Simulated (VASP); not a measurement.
# KF (Fm-3m) in VASP: a series of runs

The runs below take KF through single point, relaxation of cell and atoms, with LDA.

Program: VASP 6.6.1. These are calculated values, not measurements. Logs are shortened: lines on timing, memory, paths and dates and some standing lists are left out, and cuts for length are marked.

## (1) Starting point

Symmetry: Fm-3m, No. 225, cubic system. Conventional cell: a = 5.163 Å, b = 5.163 Å, c = 5.163 Å, α = 90.00°, β = 90.00°, γ = 90.00°. K (site symmetry m-3m) has 6 F at 2.58 Å as nearest neighbours. Around F (site symmetry m-3m) lie 6 K at 2.58 Å.

## (2) Single point, LDA

Input file INCAR:

```
PREC = Accurate
ENCUT = 520
EDIFF = 1E-7
ISMEAR = 0
SIGMA = 0.05
LREAL = F
LASPH = T
NELM = 80
ALGO = Fast
ISIF = 2
LWAVE = F
LCHARG = F
GGA = CA
NBANDS = 15
```

Input file KPOINTS:

```
regular mesh
0
Gamma
  8 8 8
```

Input file POSCAR:

```
KF
1.0
    0.0000000000      2.5817196783      2.5817196783
    2.5817196783      0.0000000000      2.5817196783
    2.5817196783      2.5817196783      0.0000000000
K F
1 1
Direct
    0.0000000000      0.0000000000      0.0000000000
    0.5000000000      0.5000000000      0.5000000000
```

Potentials or basis: VASP PAW LDA potentials, release 64 (K_sv, F).

On the command line:

```console
cat potpaw_LDA.64/K_sv/POTCAR potpaw_LDA.64/F/POTCAR > POTCAR
mpirun -np 1 vasp_std > vasp.out
```

OUTCAR:

```text
PREC = Accurate
   ENCUT = 520
   EDIFF = 1E-7
   ISMEAR = 0
   LREAL = F
   LASPH = T
   NELM = 80
   ISIF = 2
   GGA = CA

 ion  position               nearest neighbor table
   1  0.000  0.000  0.000-   2 2.58   2 2.58   2 2.58   2 2.58   2 2.58   2 2.58
   2  0.500  0.500  0.500-   1 2.58   1 2.58   1 2.58   1 2.58   1 2.58   1 2.58

  LATTYP: Found a face centered cubic cell.
 ALAT       =     5.1634393566

  Lattice vectors:

 A1 = (   0.0000000000,   2.5817196783,   2.5817196783)
 A2 = (   2.5817196783,   0.0000000000,   2.5817196783)
 A3 = (   2.5817196783,   2.5817196783,   0.0000000000)

Analysis of symmetry for initial positions (statically):
=====================================================================
 Subroutine PRICEL returns:
 Original cell was already a primitive cell.

 Routine SETGRP: Setting up the symmetry group for a
 face centered cubic supercell.

 Subroutine GETGRP returns: Found 48 space group operations
 (whereof 48 operations were pure point group operations)
 out of a pool of 48 trial point group operations.

The static configuration has the point symmetry O_h .

Analysis of symmetry for dynamics (positions and initial velocities):
=====================================================================
 Subroutine PRICEL returns:
 Original cell was already a primitive cell.

 Routine SETGRP: Setting up the symmetry group for a
 face centered cubic supercell.

 Subroutine GETGRP returns: Found 48 space group operations
 (whereof 48 operations were pure point group operations)
 out of a pool of 48 trial point group operations.

The dynamic configuration has the point symmetry O_h .

 Subroutine INISYM returns: Found 48 space group operations
 (whereof 48 operations are pure point group operations),
 and found     1 'primitive' translations

----------------------------------------------------------------------------------------

                                     Primitive cell

  volume of cell :      34.4158

  direct lattice vectors                    reciprocal lattice vectors
     0.000000000  2.581719678  2.581719678    -0.193669361  0.193669361  0.193669361
     2.581719678  0.000000000  2.581719678     0.193669361 -0.193669361  0.193669361
     2.581719678  2.581719678  0.000000000     0.193669361  0.193669361 -0.193669361

  length of vectors
     3.651102983  3.651102983  3.651102983     0.335445173  0.335445173  0.335445173

  position of ions in fractional coordinates (direct lattice)
     0.000000000  0.000000000  0.000000000
     0.500000000  0.500000000  0.500000000

  ion indices of the primitive-cell ions
   primitive index   ion index
                 1           1
                 2           2

----------------------------------------------------------------------------------------

 KPOINTS: regular mesh

Automatic generation of k-mesh.
 Grid dimensions read from file:
 generate k-points for:    8    8    8

 Generating k-lattice:

  Cartesian coordinates                     Fractional coordinates (reciprocal lattice)
    -0.024208670  0.024208670  0.024208670     0.125000000  0.000000000  0.000000000
     0.024208670 -0.024208670  0.024208670     0.000000000  0.125000000  0.000000000
     0.024208670  0.024208670 -0.024208670     0.000000000  0.000000000  0.125000000

  Length of vectors
     0.041930647  0.041930647  0.041930647

  Shift w.r.t. Gamma in fractional coordinates (k-lattice)
     0.000000000  0.000000000  0.000000000

 Subroutine IBZKPT returns following result:
 ===========================================

 Found     29 irreducible k-points:

 Following reciprocal coordinates:
            Coordinates               Weight
  0.000000  0.000000  0.000000      1.000000
  0.125000  0.000000  0.000000      8.000000
  0.250000  0.000000  0.000000      8.000000
  0.375000  0.000000  0.000000      8.000000
  0.500000  0.000000  0.000000      4.000000
  0.125000  0.125000  0.000000      6.000000
[... 16 lines left out ...]
  0.500000  0.250000  0.125000     48.000000
 -0.375000  0.250000  0.125000     24.000000
 [... further k-points ...]
   k-points           NKPTS =     29   k-points in BZ     NKDIM =     29   number of bands    NBANDS=     15
   number of dos      NEDOS =    301   number of ions     NIONS =      2
   total plane-waves  NPLWV =  21952
   dimension x,y,z NGX =    28 NGY =   28 NGZ =   28
   dimension x,y,z NGXF=    56 NGYF=   56 NGZF=   56
   ions per type =               1   1
   NGX,Y,Z   is equivalent  to a cutoff of  12.75, 12.75, 12.75 a.u.
   NGXF,Y,Z  is equivalent  to a cutoff of  25.50, 25.50, 25.50 a.u.
 SYSTEM =  unknown system
   PREC   = accura    normal or accurate (medium, high low for compatibility)
   ISTART =      0    job   : 0-new  1-cont  2-samecut
   ICHARG =      2    charge: 1-file 2-atom 10-const
   ISPIN  =      1    spin polarized calculation?
   LNONCOLLINEAR =      F non collinear calculations
   LSORBIT =      F    spin-orbit coupling
   LASPH  =      T    aspherical Exc in radial PAW
   ENCUT  =  520.0 eV  38.22 Ry    6.18 a.u.   6.79  6.79  6.79*2*pi/ulx,y,z
   NELM   =     80;   NELMIN=  2; NELMDL= -5     # of ELM steps
   EDIFF  = 0.1E-06   stopping-criterion for ELM
   LREAL  =      F    real-space projection
   EDIFFG = 0.1E-05   stopping-criterion for IOM
   NSW    =      0    number of steps for IOM
   IBRION =     -1    ionic relax: 0-MD 1-quasi-New 2-CG
   NFREE  =      0    steps in history (QN), initial steepest desc. (CG)
   ISIF   =      2    stress and relaxation
   ISYM   =      2    0-nonsym 1-usesym 2-fastsym
   POTIM  = 0.5000    time-step for ionic-motion
   TEBEG  =    0.0;   TEEND  =   0.0 temperature during run
   PSTRESS=    0.0 pullay stress
   NELECT =      16.0000    total number of electrons
   NUPDOWN=      -1.0000    fix difference up-down
   EMIN   =  10.00;   EMAX   =-10.00  energy-range for DOS
   EFERMI =   0.00;   METHOD = LEGACY
   ISMEAR =     0;   SIGMA  =   0.05  broadening in eV -4-tet -1-fermi 0-gaus
   EFERMI_NEDOS =   21; number of points for ismear=-14 and -15
   IALGO  =     68    algorithm
   IMIX   =      4    mixing-type and parameters
     AMIX     =   0.40;   BMIX     =  1.00
     AMIX_MAG =   1.60;   BMIX_MAG =  1.00
  volume/ion in A,a.u.               =      17.21       116.12
  Fermi-wavevector in a.u.,A,eV,Ry     =   1.268223  2.396595 21.883480  1.608390
  Thomas-Fermi vector in A             =   2.401330
   LORBIT       =      0    0 simple, 1 ext, 2 COOP (PROOUT), +10 PAW based schemes
   GGA     = CA    functional components
   LHFCALC =     F    Hartree Fock is set to
   AEXX    =    0.0000 exact exchange contribution
   IVDW    =     0    specifies the selected vdW correction
   LEPSILON=     F    determine dielectric tensor
   LRPA    =     F    only Hartree local field effects (RPA)
 non-spin polarized calculation
 RMM-DIIS sequential band-by-band and
 Gauss-broadening in eV      SIGMA  =   0.05
  energy-cutoff  :      520.00
  volume of cell :       34.42
 maximum number of plane-waves:       941
   NGX = 13   NGY = 13   NGZ = 13

 number of electron      15.9999998 magnetization

 Free energy of the ion-electron system (eV)
  ---------------------------------------------------
  ext. energy  EPLUGINS =         0.00000000
  ---------------------------------------------------
  free energy    TOTEN  =        -9.07150064 eV

  energy without entropy =       -9.07150064  energy(sigma->0) =       -9.07150064

 E-fermi :  -2.7149     XC(G=0):  -9.6114

 val. band max:       -2.9264348769   @ k =   0.0000   0.0000   0.0000
 cond. band min:       3.4177334597   @ k =   0.0000   0.0000   0.0000
 fundamental gap:      6.3441683366
 Fermi energy:        -2.7148826954

 k-point     1 :       0.0000    0.0000    0.0000
  band No.  band energies     occupation
      1     -28.3090      2.00000
      2     -21.1965      2.00000
      3     -11.6834      2.00000
      4     -11.6834      2.00000
      5     -11.6834      2.00000
      6      -2.9264      2.00000
      7      -2.9264      2.00000
      8      -2.9264      2.00000
      9       3.4177      0.00000
     10       7.8495      0.00000
     11       7.8495      0.00000
     12       7.8495      0.00000
     13       9.7336      0.00000
     14       9.7336      0.00000
     15      14.0896      0.00000

 k-point     2 :       0.1250    0.0000    0.0000
  band No.  band energies     occupation
      1     -28.2848      2.00000
      2     -21.2211      2.00000
      3     -11.7364      2.00000
      4     -11.6900      2.00000
      5     -11.6900      2.00000
      6      -3.1016      2.00000
      7      -2.9978      2.00000
      8      -2.9978      2.00000
      9       3.9005      0.00000
     10       7.5616      0.00000
     11       8.0909      0.00000
     12       8.0909      0.00000
     13       9.9161      0.00000
     14       9.9161      0.00000
     15      14.9784      0.00000

 k-point     3 :       0.2500    0.0000    0.0000
  band No.  band energies     occupation
      1     -28.2254      2.00000
      2     -21.2826      2.00000
      3     -11.8629      2.00000
      4     -11.7056      2.00000
      5     -11.7056      2.00000
      6      -3.4678      2.00000
      7      -3.1654      2.00000
      8      -3.1654      2.00000
      9       5.0631      0.00000
     10       7.2135      0.00000
     11       8.7000      0.00000
     12       8.7000      0.00000
     13      10.4607      0.00000
     14      10.4607      0.00000
     15      16.4255      0.00000

 k-point     4 :       0.3750    0.0000    0.0000
  band No.  band energies     occupation
      1     -28.1646      2.00000
      2     -21.3457      2.00000
      3     -11.9873      2.00000
      4     -11.7209      2.00000
      5     -11.7209      2.00000
      6      -3.7810      2.00000
      7      -3.3268      2.00000
      8      -3.3268      2.00000
      9       6.0598      0.00000
     10       7.5127      0.00000
     11       9.3016      0.00000
     12       9.3016      0.00000
     13      11.3812      0.00000
     14      11.3812      0.00000
     15      15.2886      0.00000
[... 307 lines left out ...]
 k-point    22 :       0.3750    0.2500    0.1250
  band No.  band energies     occupation
      1     -28.1850      2.00000
      2     -21.2942      2.00000
      3     -11.9213      2.00000
      4     -11.9046      2.00000
      5     -11.7519      2.00000
      6      -3.5777      2.00000
      7      -3.2045      2.00000
      8      -2.9957      2.00000
      9       5.7752      0.00000
     10       6.4523      0.00000
     11       9.3153      0.00000
     12       9.4413      0.00000
     13      10.5508      0.00000
     14      11.0050      0.00000
     15      16.3824      0.00000

 k-point    23 :       0.5000    0.2500    0.1250
  band No.  band energies     occupation
      1     -28.1387      2.00000
      2     -21.3225      2.00000
      3     -12.0710      2.00000
      4     -11.9798      2.00000
      5     -11.7684      2.00000
      6      -3.6000      2.00000
      7      -3.3112      2.00000
      8      -3.0901      2.00000
      9       6.4260      0.00000
     10       6.8887      0.00000
     11       9.2326      0.00000
     12      10.0552      0.00000
     13      11.1484      0.00000
     14      12.2399      0.00000
     15      14.1603      0.00000

 k-point    24 :      -0.3750    0.2500    0.1250
  band No.  band energies     occupation
      1     -28.1193      2.00000
      2     -21.3346      2.00000
      3     -12.1353      2.00000
      4     -12.0071      2.00000
      5     -11.7762      2.00000
      6      -3.6110      2.00000
      7      -3.2663      2.00000
      8      -3.2178      2.00000
      9       6.5765      0.00000
     10       7.3370      0.00000
     11       9.2186      0.00000
     12      10.2541      0.00000
     13      11.7011      0.00000
     14      12.8524      0.00000
     15      13.2193      0.00000

 [... further k-points ...]

------------------------ aborting loop because EDIFF is reached ----------------------------------------

  FORCE on cell =-STRESS in cart. coord.  units (eV):
  Direction    XX          YY          ZZ          XY          YZ          ZX
  --------------------------------------------------------------------------------------
  -------------------------------------------------------------------------------------
  Total        0.0436121      0.0436121      0.0436121      0.0000000      0.0000000     -0.0000000
  in kB        2.0302985      2.0302985      2.0302985      0.0000000      0.0000000     -0.0000000
  external PRESSURE =       2.0302985 kB  Pullay stress =       0.0000000 kB

 VOLUME and BASIS-vectors are now :
 -----------------------------------------------------------------------------
  energy-cutoff  :      520.00
  volume of cell :       34.42
      direct lattice vectors                 reciprocal lattice vectors
     0.000000000  2.581719678  2.581719678    -0.193669361  0.193669361  0.193669361
     2.581719678  0.000000000  2.581719678     0.193669361 -0.193669361  0.193669361
     2.581719678  2.581719678  0.000000000     0.193669361  0.193669361 -0.193669361

 POSITION                                       TOTAL-FORCE (eV/Angst)
 -----------------------------------------------------------------------------------
      0.00000      0.00000      0.00000        -0.000000      0.000000      0.000000
      2.58172      2.58172      2.58172         0.000000     -0.000000     -0.000000
 -----------------------------------------------------------------------------------
    total drift:                                0.000000      0.000000      0.000000

  FREE ENERGIE OF THE ION-ELECTRON SYSTEM (eV)
  ---------------------------------------------------
  free  energy   TOTEN  =        -9.0715006448 eV

  energy  without entropy=       -9.0715006447  energy(sigma->0) =       -9.07150064
```

Run time: 13 s. Hardware: 1 thread of Intel Xeon Platinum 8488C (Sapphire Rapids), shared host; peak memory 0.14 GiB.

Results:

* Free energy: -9.0715 eV
* Pressure: 0.2 GPa
* Band gap on the k mesh: 6.34 eV, direct

Levels at points of the mesh, in eV from the valence-band top:
| k point | band 5 | band 6 | band 7 | band 8 | band 9 | band 10 | band 11 | band 12 |
| --- | --- | --- | --- | --- | --- | --- | --- | --- |
| (0.00, 0.00, 0.00) | -8.76 | 0.00 | 0.00 | 0.00 | 6.34 | 10.78 | 10.78 | 10.78 |
| (0.50, 0.00, 0.00) | -8.80 | -0.97 | -0.47 | -0.47 | 9.20 | 10.99 | 12.46 | 12.46 |
| (0.50, 0.50, 0.00) | -9.07 | -0.14 | -0.02 | -0.02 | 7.95 | 10.71 | 12.23 | 14.13 |

(Continued in part 2 of 2.)
